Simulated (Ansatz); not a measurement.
# Lattice dynamics of HfO2 (Fm-3m), part 2 of 2

Wanted: phonon frequencies of HfO2 (Fm-3m) and what follows from them.

Ansatz 0.2.0; DFT PBEsol, scalar-relativistic, plane waves, PAW.

So far. Step 4 (Tight relaxation): The forces vanish by symmetry and the pressure is 0.003 GPa, within the tolerances set. The cell now holds 10.69 Å³/atom. Step 5 (Linear response at the zone centre): Before it was imposed, the acoustic sum rule was missed by 1.6e-4 eV/Å² and the charge sum rule by 3.5e-5 e. Small misses are needed for a sound result but don't prove that mesh and cutoff are converged. The lowest optical mode is real, 236 cm⁻¹. The relaxed cell has a = 5.044 Å (conventional setting).

## 6. Phonons on a q mesh

Stability and thermal properties need the whole zone. Linear response on a 4×4×4 q mesh gives force constants as far as a supercell of that size would, and the tensors from the zone-centre run are typed in so that the long-range dipole term is interpolated apart.

Contents of input.yaml:

```yaml
crystal:
  lattice:
    - [0.0, 2.5218796294, 2.5218796294]
    - [2.5218796294, 0.0, 2.5218796294]
    - [2.5218796294, 2.5218796294, 0.0]
  atoms:
    - { symbol: Hf, position: [0.0, 0.0, 0.0] }
    - { symbol: O, position: [0.25, 0.25, 0.25] }
    - { symbol: O, position: [0.75, 0.75, 0.75] }
kpoints:
  mp_grid: { grid: [8, 8, 8] }
hamiltonian:
  xc: pbesol
scf:
  occupations: { method: fixed }
output:
  eigenvalues: true
phonons:
  method: dfpt
  qmesh: [4, 4, 4]
  temperatures: { t_max: 1000, t_step: 50 }
  qpath:
    path:
      - [[0.0, 0.0, 0.0], [0.5, 0.0, 0.5], [0.625, 0.25, 0.625]]
      - [[0.375, 0.375, 0.75], [0.0, 0.0, 0.0], [0.5, 0.5, 0.5], [0.5, 0.25, 0.75], [0.5, 0.0, 0.5]]
    npoints: 10
  non_analytic_term:
    high_frequency_dielectric_tensor: [[5.3783, 0.0, 0.0], [0.0, 5.3783, 0.0], [0.0, 0.0, 5.3783]]
    born_effective_charges:
      - { species: Hf, tensor: [[5.5615, 0.0, 0.0], [0.0, 5.5615, 0.0], [0.0, 0.0, 5.5615]] }
      - { species: O, tensor: [[-2.7808, 0.0, 0.0], [0.0, -2.7808, 0.0], [0.0, 0.0, -2.7808]] }
      - { species: O, tensor: [[-2.7808, 0.0, 0.0], [0.0, -2.7808, 0.0], [0.0, 0.0, -2.7808]] }
    source: "zone-centre run at this cell"
```

Run with:

```sh
$ ansatz run input.yaml --threads 4 --pin off --max-ram 7168MiB --backend cpu --events-out ev --progress --plain --runs-dir out
```

Numbers of over 12 decimals in the logs are rounded to 6 here.

The log of the run:

```text
Warning: phonons: the dynamical matrix that this run interpolates holds no multipole term above the dipole-dipole one, and a site of this crystal is no centre of inversion, so its interpolated transverse optical and acoustic branches and sound speeds can stay off near Gamma, and the density of states and the thermodynamics with them. What a run solves at a wave vector of phonons.qpoints, Gamma apart, where the deck admits one, is free of this, and under fd what a larger phonons.supercell samples
[...]
Crystal: 3 atoms, lattice volume = 32.078 Å³
Basis set: ecut = 420 eV, 609 PW (Γ), exchange–correlation on 48×48×48 points (8 copies of the dense FFT grid, shifted against one another)
Bands: 23, of which v1, the nominal top of the filled ones, is band 19 counted from 1 (18 counted from 0)
Symmetry: 48 space group operations
k-points: 29 of 512
[...]
SCF iter   1: F=—  HF=-16725.091933 eV  |F-HF|=—  |Δ(HF+E_count)|=         —  Δρ=1.70e-2  dr2=7.29e-2  ethr=1.77e-3  ⟨swp⟩=4.0  Hψ=2191  notcnv=0  defer=56
[...]
SCF iter   8: F=-16725.073272 eV  HF=-16725.073272 eV  |F-HF|=3.64e-12  |Δ(HF+E_count)|=  1.53e-10  Δρ=8.58e-8  dr2=1.30e-12  ethr=1.00e-12  ⟨swp⟩=7.2  Hψ=3722  notcnv=0
SCF 1 converged in 8 iterations: F = -16725.073272 eV  dr2 = 1.30e-12
[...]
NSCF: frozen V_eff on 29 k-points
[...]
DFPT response loops at q = (0, 0, 0) (fractional): preconditioner auto → none (the input reference at scf.mixing.eps_inf says where Resta's filter doesn't serve); β = 0.50; Broyden in place of MSR1
[...]
SCF converged after 8 iterations
Free energy (F): -16725.073272 eV
[...]
Internal energy: -16725.073272 eV  (E = F + TS)
E sigma→0 (E₀):  -16725.073272 eV
Fermi energy:    16.227224 eV
[...]
--- Band table (eV; the first three rows and the last of 29) ---
  k-point 0: bands = [... 15 lower, 10.6740, 15.5938, 15.5938, 15.5938, 20.0339, 20.0339, 21.9392, 26.8378]
  k-point 1: bands = [... 15 lower, 11.1271, 15.1218, 15.2915, 15.2915, 20.3410, 20.3410, 22.5538, 26.0915]
  k-point 2: bands = [... 15 lower, 12.1560, 14.1869, 14.7523, 14.7523, 20.7952, 20.7952, 23.1946, 25.5252]
  k-point 28: bands = [... 15 lower, 13.5694, 13.5694, 14.7384, 16.0126, 20.9981, 21.3643, 23.3916, 23.3916]
--- Phonons (Γ-DFPT): 2 representative perturbations + reference (Σ response iterations 7) ---
  ASR residual: 1.651e-5 → 0.000e0 eV/Å²; symmetrization residual: 2.239e-6 eV/Å²
  ASR residual per site (eV/Å²): 6.96e-9 1.65e-5 1.65e-5
  Γ frequencies (cm⁻¹): 0.00 0.00 0.00 236.00 236.00 236.00 579.97 579.97 579.97
--- Phonons (arbitrary-q DFPT): 8 irreducible q on the 4×4×4 mesh ---
  q = [0.0000, 0.0000, 0.0000] (star 1, of the zone-centre solve; hermiticity 3.97e-7, symmetrization 6.72e-13): -0.00 -0.00 0.00 236.00 236.00 236.00 579.97 579.97 579.97
  q = [0.0000, 0.0000, 0.2500] (star 8, 2 solved perturbations on 288 of 512 k-point pairs; hermiticity 4.74e-8, symmetrization 6.17e-9): 77.01 77.01 146.55 320.01 320.01 537.30 555.28 555.28 605.56
[...]
q = [0.0000, 0.2500, 0.2500] (star 6, 4 solved perturbations in 528 linear systems a pass and spin channel, the states on 164 of 512 k-point pairs; hermiticity 5.69e-8, symmetrization 4.46e-8): 75.53 75.53 197.27 251.46 251.46 432.53 574.52 574.52 653.66
[...]
sum rule: each row above includes the acoustic sum rule's correction from the zone centre's row sums; it moved no ω² by more than (0.53 cm⁻¹)²
  mesh force constants: q→R imaginary residual 5.83e-18; ASR residual 1.651e-5 → 0.000e0 eV/Å²; symmetrization residual 1.954e-14 eV/Å²
  interpolated dispersion: 63 rows × 9 modes
  density of states and harmonic sums: on the 24×24×24 q-mesh, interpolated from the force constants of a 4×4×4 supercell (with the dipole–dipole term of supplied tensors)
  largest difference from the sums on the solved wave vectors: F 2.15e-2 eV, S 2.86e-5 and C_V 7.74e-6 eV/K
  zero-point energy: 0.193277 eV/cell   skipped modes (ω ≤ 0): 54, of them read as no rigid motion or as one in doubt: 51 (1.057e-1 modes/cell left out, lowest -221.02 cm⁻¹)   left out of the sums: 1.18e-2 of the cell's modes: C_V's classical limit lies that fraction below 3 k_B per atom; for a crystal, a wire or a layer, F and S can be off by more, and a phonons.interpolated_qmesh denser along its periods is the remedy for the sampling
```

The job ended after 1.9 min (4 threads of Arm Neoverse V1, shared host; peak memory 1.3 GiB).

This step gave:

- sum-rule residual before enforcement: 1.65e-5 eV/Å²
- lowest frequency on the path: -221.0 cm⁻¹
- highest frequency on the path or at a solved wavevector: 690.9 cm⁻¹
- lowest mode on the q mesh (acoustic modes at Γ apart): -221.0 cm⁻¹

Frequencies (cm⁻¹) solved at each irreducible wavevector; negative means imaginary. Frequencies by wavevector, by row:

```
q in reciprocal lattice units  star  mode 1  mode 2  mode 3  mode 4  mode 5  mode 6  mode 7  mode 8  mode 9
                        0 0 0     1       0       0       0     236     236     236     580     580     580
                     0 0 0.25     8      77      77   146.6     320     320   537.3   555.3   555.3   605.6
                     0 0 -0.5     4    88.2    88.2   192.8   402.8   402.8   499.7   515.6   515.6   588.6
                  0 0.25 0.25     6    75.5    75.5   197.3   251.5   251.5   432.5   574.5   574.5   653.7
                  0 0.25 -0.5    24    91.9   124.4   190.6   264.9   343.8   350.7   542.8   567.8     655
                 0 0.25 -0.25    12    89.2   118.4   190.4   220.2   424.4   455.2   477.7   583.4   629.7
                  0 -0.5 -0.5     3    -221    96.5    96.5   254.6   307.6   307.6   560.3   560.3   690.9
              0.25 -0.5 -0.25     6   -33.4     100   185.8   185.8   238.4   463.9   463.9   601.7   663.9
```

Interpolated from a 4×4×4 q mesh, with the LO-TO term (at Γ the limit along the path; where Γ stands inside the path, tables give the limit on arrival). Phonon branches along the path, in cm⁻¹:

```
    point  branch 1  branch 2  branch 3  branch 4  branch 5  branch 6  branch 7  branch 8  branch 9
        Γ         0         0         0       236       236       580       580       580       617
  halfway        76        76       197       252       252       432       574       574       654
        X      -221        96        96       255       308       308       560       560       691
  halfway      -193        95       115       241       314       326       554       564       686
        U       -89        92       151       213       329       370       535       571       671
jump to K       -89        92       151       213       329       370       535       571       671
  halfway        87        87       174       241       393       488       521       585       615
        Γ         0         0         0       236       236       580       580       580       617
  halfway        77        77       146       320       320       537       555       555       606
        L        88        88       193       403       403       500       516       516       589
  halfway        91       144       172       298       322       445       495       581       638
        W       -33       100       186       186       238       464       464       602       664
  halfway      -167        98       128       232       282       368       534       579       680
        X      -221        96        96       255       308       308       560       560       691
```

The phonon branches as a text plot (rows in cm⁻¹):

```
    672 |      *************                            *********
    634 |******             ****  *******            ***
    596 |****               ************************* ********
    558 | ** ***************     *****   *****     ***        ***
    520 |   *             **    **          **********      **
    482 |    **             *****               ***   ******
    444 |      *            *  *                   ******  *
    406 |                  * ** *               *****       **
    368 |       *        ** *    *            **   ***        *
    330 |              *****                **       **        *
    292 |        ******           **      **          **      ***
    254 |***************        **********              *********
    216 |      **       ********                        *   **
    178 |    **            ******            ***************
    140 |   *           *** ***  ***       **        ****   **
    102 |  *    *****************   *     *   *******************
     64 | * ****  **             ****    *****           *
     26 | **                        **  **
    -12 |*                            **
    -50 |                                                 **
    -88 |                 *
   -126 |                *                                  **
   -164 |               *
   -202 |           ****                                      ***
         Γ           X  U|K            Γ         L        W     X
```

The phonon density of states has structure finer than the step of the table below, so its rows give means over 50 cm⁻¹, whole bins alone (the curve runs from -225 to 695 cm⁻¹). Peaks (cm⁻¹: height): 95.0: 0.0634, 185.0: 0.0290, 575.0: 0.0461, 615.0: 0.0142.

Tetrahedra on a 24×24×24 mesh, mean over bins of 10 cm-1. Interpolated from a 4×4×4 q mesh. The phonon density of states by wavenumber; means over each step:

wavenumber (cm⁻¹), phonon density of states (1/cm⁻¹/cell) and a bar:
```
     -200     0.0003 
     -150     0.0006 
     -100     0.0006 
      -50     0.0004 
        0     0.0006 
       50     0.0044 ####
      100     0.0307 ##############################
      150     0.0108 ##########
      200     0.0151 ###############
      250     0.0130 ############
      300     0.0123 ############
      350     0.0100 ##########
      400     0.0099 #########
      450     0.0080 ########
      500     0.0113 ###########
      550     0.0208 ####################
      600     0.0168 ################
      650     0.0127 ############
```

The partial phonon density of states has structure finer than the step of the table below, so its rows give means over 25 cm⁻¹, whole bins alone (the curve runs from -226 to 721 cm⁻¹). Peaks (cm⁻¹: height): Hf 89.6: 0.0549, 184.9: 0.0205; O 256.4: 0.0132, 572.1: 0.0374, 655.5: 0.0137.

Phonopy on the run's constants, 19x19x19 mesh, Gaussian sigma 6.8 cm-1. Interpolated from a 4×4×4 q mesh. The partial phonon density of states by wavenumber; means over each step; values in 1/cm⁻¹/cell:

```
wavenumber (cm⁻¹)       Hf        O
             -200        0   4.0e-4
             -175   8.0e-7   5.5e-4
             -150   5.0e-6   5.8e-4
             -125   1.7e-5   6.5e-4
             -100   2.4e-5   7.7e-4
              -75   2.9e-5   3.6e-4
              -50   3.3e-5   4.4e-4
              -25   6.4e-5   4.2e-4
                0   5.8e-5   1.4e-4
               25   6.9e-4   3.9e-4
               50  0.00296   5.4e-4
               75   0.0201  0.00120
              100   0.0358  0.00162
              125   0.0119  0.00186
              150  0.00785  0.00121
              175   0.0153  0.00196
              200   0.0120  0.00222
              225  0.00673  0.00397
              250  0.00283   0.0112
              275   7.6e-4   0.0122
              300   5.4e-4   0.0118
              325   4.2e-4   0.0105
              350   2.9e-4  0.00970
              375   2.0e-4  0.00962
              400   1.5e-4  0.00993
              425   1.3e-4  0.00929
              450   1.1e-4  0.00858
              475   5.2e-5  0.00655
              500   2.7e-5   0.0115
              525   1.0e-5   0.0138
              550   1.9e-5   0.0181
              575   4.8e-5   0.0318
              600   2.4e-4   0.0118
              625   5.7e-4   0.0122
              650   2.1e-4   0.0131
              675   5.0e-5  0.00816
              700   7.4e-7   8.2e-4
```

Symmetry leaves 8 wavevectors to solve. The lowest mode among them, the acoustic zeros apart, lies at q = (0, -0.5, -0.5) and is imaginary, 221.0i cm⁻¹, so the energy falls along it.

## 7. Isotope substitution, element Hf, natural mass 178.486 amu

An isotope changes the mass and not the force constants, so no new electronic calculation is needed; the shifts show which modes move this element.

The same force constants with the mass of Hf changed from 178.486 to 173.940 u (phonopy, no LO-TO term). Both lists are sorted by frequency; levels can cross, so a row need not hold one and the same mode. Modes under 3 cm⁻¹ are left out. Isotope shifts, by row:

```
          q  rank  natural mass (cm⁻¹)  changed mass (cm⁻¹)
      0 0 0     4                  236                236.5
      0 0 0     5                  236                236.5
      0 0 0     6                  236                236.5
      0 0 0     7                  580                  580
      0 0 0     8                  580                  580
      0 0 0     9                  580                  580
   0 0 0.25     1                77.01                77.98
   0 0 0.25     2                77.01                77.98
   0 0 0.25     3                146.6                148.3
   0 0 0.25     4                  320                320.1
   0 0 0.25     5                  320                320.1
   0 0 0.25     6                537.3                537.3
   0 0 0.25     7                555.3                555.3
   0 0 0.25     8                555.3                555.3
   0 0 0.25     9                605.6                606.3
   0 0 -0.5     1                88.23                89.37
   0 0 -0.5     2                88.23                89.37
   0 0 -0.5     3                192.8                195.2
   0 0 -0.5     4                402.8                402.9
   0 0 -0.5     5                402.8                402.9
   0 0 -0.5     6                499.7                  500
   0 0 -0.5     7                515.6                515.6
   0 0 -0.5     8                515.6                515.6
   0 0 -0.5     9                588.6                588.6
0 0.25 0.25     1                75.53                76.45
0 0.25 0.25     2                75.53                76.45
0 0.25 0.25     3                197.3                199.7
0 0.25 0.25     4                251.5                251.6
0 0.25 0.25     5                251.5                251.6
0 0.25 0.25     6                432.5                432.5
0 0.25 0.25     7                574.5                574.5
0 0.25 0.25     8                574.5                574.5
0 0.25 0.25     9                653.7                654.2
```

A mode of this element alone would shift by +1.30 %. The highest zone-centre frequency without the field goes from 580.0 to 580.0 cm⁻¹ (+0.0 %). The product of the frequency ratios over all optical modes at Γ is 1.006; the product rule, (m/m′)^(3k/2) (M′/M)^(3/2) with k = 1 such atoms and M the mass of the cell, gives 1.006.

## 8. Another isotope, element O, natural mass 15.999 amu

The same for O, from 16.00 to 18.00 u.

The same force constants with the mass of O changed from 15.999 to 17.999 u (phonopy, no LO-TO term). Both lists are sorted by frequency; levels can cross, so a row need not hold one and the same mode. Modes under 3 cm⁻¹ are left out. Isotope shifts, by row:

```
          q  rank  natural mass (cm⁻¹)  changed mass (cm⁻¹)
      0 0 0     4                  236                224.6
      0 0 0     5                  236                224.6
      0 0 0     6                  236                224.6
      0 0 0     7                  580                546.8
      0 0 0     8                  580                546.8
      0 0 0     9                  580                546.8
   0 0 0.25     1                77.01                76.88
   0 0 0.25     2                77.01                76.88
   0 0 0.25     3                146.6                145.7
   0 0 0.25     4                  320                302.2
   0 0 0.25     5                  320                302.2
   0 0 0.25     6                537.3                506.7
   0 0 0.25     7                555.3                523.5
   0 0 0.25     8                555.3                523.5
   0 0 0.25     9                605.6                574.2
   0 0 -0.5     1                88.23                88.21
   0 0 -0.5     2                88.23                88.21
   0 0 -0.5     3                192.8                192.1
   0 0 -0.5     4                402.8                379.9
   0 0 -0.5     5                402.8                379.9
   0 0 -0.5     6                499.7                472.7
   0 0 -0.5     7                515.6                486.1
   0 0 -0.5     8                515.6                486.1
   0 0 -0.5     9                588.6                  555
0 0.25 0.25     1                75.53                75.27
0 0.25 0.25     2                75.53                75.27
0 0.25 0.25     3                197.3                196.5
0 0.25 0.25     4                251.5                237.9
0 0.25 0.25     5                251.5                237.9
0 0.25 0.25     6                432.5                407.8
0 0.25 0.25     7                574.5                541.7
0 0.25 0.25     8                574.5                541.7
0 0.25 0.25     9                653.7                618.6
```

A mode of this element alone would shift by -5.72 %. The highest zone-centre frequency without the field goes from 580.0 to 546.8 cm⁻¹ (-5.7 %). The product of the frequency ratios over all optical modes at Γ is 0.722; the product rule, (m/m′)^(3k/2) (M′/M)^(3/2) with k = 2 such atoms and M the mass of the cell, gives 0.722.

## 9. Summary of results

* space group after relaxation (within 0.01 Å): Fm-3m
* volume per atom: 10.7 Å³
* gap on the k-mesh: 3.69 eV
* highest optical mode at the zone centre (no LO-TO term): 580 cm⁻¹
* top of the zone-centre spectrum with the field: 617 cm⁻¹
* lowest optical zone-centre mode: 236 cm⁻¹
* mean high-frequency dielectric constant: 5.38
* mean static dielectric constant: 36.8
* largest Born charge (third of the trace): 5.56 e
* lowest mode on the q mesh (acoustic modes at Γ apart): -221 cm⁻¹
* highest frequency on the path or at a solved wavevector: 691 cm⁻¹
* imaginary modes on the 4×4×4 q mesh: yes

Modes are clearly imaginary (beyond 10i cm⁻¹) at 2 of the 8 irreducible wavevectors, most at q = (0, -0.5, -0.5) (221.0i cm⁻¹), so this structure is not a minimum of the energy. Without the field, the optical modes at Γ span 236 to 580 cm⁻¹. The highest mode in this list at Γ, 580.0 cm⁻¹, is mostly motion of O (100 % of the kinetic energy). With the macroscopic field of the longitudinal modes the top of the zone-centre spectrum lies at 617 cm⁻¹, against 580 cm⁻¹ without it. Lattice motion raises the mean dielectric constant from 5.378 to 36.77. The strongest infrared line is at 236 cm⁻¹. Averaged over orientations, the strongest Raman line at 532 nm and 300 K is at 580 cm⁻¹. The program warns that the interpolation holds no quadrupole term, so branches close to Γ can be off in this crystal. Spin-orbit coupling is left out, which can matter for the heavy elements here. These are harmonic frequencies at zero temperature: anharmonic shifts, linewidths and thermal expansion are left out.

[Logs are printed without paths, hosts, clocks, repeated set-up lines and the standing remarks that a program may print on its own settings, such as how far it seeks lower states.]

[Hosts, paths, dates, database ids (printed as entryN), source tags and the programs' standing remarks are cut or masked in the printed files.]
